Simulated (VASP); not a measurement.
Wanted: the native input for a VASP 6.6.1 run.

| Quantity | Value |
| --- | --- |
| Task | relaxation of cell and atoms |
| Functional | PBEsol |
| Potentials or basis | VASP PAW PBE potentials, release 64 (Sn_d, Te) |
| Cutoff | 520 eV |
| k mesh | 8 × 8 × 8 |
| Occupations | gaussian, width 0.02 eV |
| Spin | no spin polarisation |
| Further INCAR settings | ALGO = Fast; EDIFF = 1e-07; IBRION = 2; EDIFFG = -0.002; NSW = 80; ISIF = 3 |

The structure of SnTe lies in POSCAR:

```
SnTe                                    
1.0
    0.0000000000      3.1444180043      3.1444180043
    3.1444180043      0.0000000000      3.1444180043
    3.1444180043      3.1444180043      0.0000000000
  Sn              Te            
     1     1
Direct
     0.0000000000000000    0.0000000000000000    0.0000000000000000
     0.5000000000000000    0.5000000000000000    0.5000000000000000
```

The input as run:

INCAR

```
ALGO     = Fast           # electronic algorithm
EDIFF    = 1E-7           # SCF threshold, eV
EDIFFG   = -0.002         # ionic threshold
ENCUT    = 520            # plane-wave cutoff, eV
GGA      = PS             # functional
IBRION   = 2              # ionic algorithm
ISIF     = 3              # what is computed and relaxed
ISMEAR   = 0              # smearing method
KPAR     = 4            
LASPH    = T              # aspherical terms in the spheres
LCHARG   = F              # write CHGCAR
LREAL    = F              # projectors in reciprocal space
LWAVE    = F              # write WAVECAR
NELM     = 80             # most SCF steps
NSW      = 80             # ionic steps
PREC     = Accurate       # precision mode
SIGMA    = 0.02           # smearing width, eV
```

KPOINTS

```
k-points
0
Gamma
  8 8 8
```

Potentials or basis: VASP PAW PBE potentials, release 64 (Sn_d, Te).

Run with:

```sh
$ cat potpaw_PBE.64/Sn_d/POTCAR potpaw_PBE.64/Te/POTCAR > POTCAR
$ mpirun -np 4 vasp_std > vasp.out
```

It gave:

```
Pressure after relaxing : 0.0 GPa
Band gap on the k mesh  : 0.16 eV, direct
```

Caveat: the relaxation stopped at its first step, so nothing moved; the PAW data sets were made with another functional, which shifts forces and pressure a little; spin-orbit coupling is left out, which moves the levels of the heavy elements.

Run time: 8.2 s on 4 MPI ranks on AMD EPYC 9R45 96-Core Processor (Zen 5) (shared host), peak memory 0.19 GiB a rank.
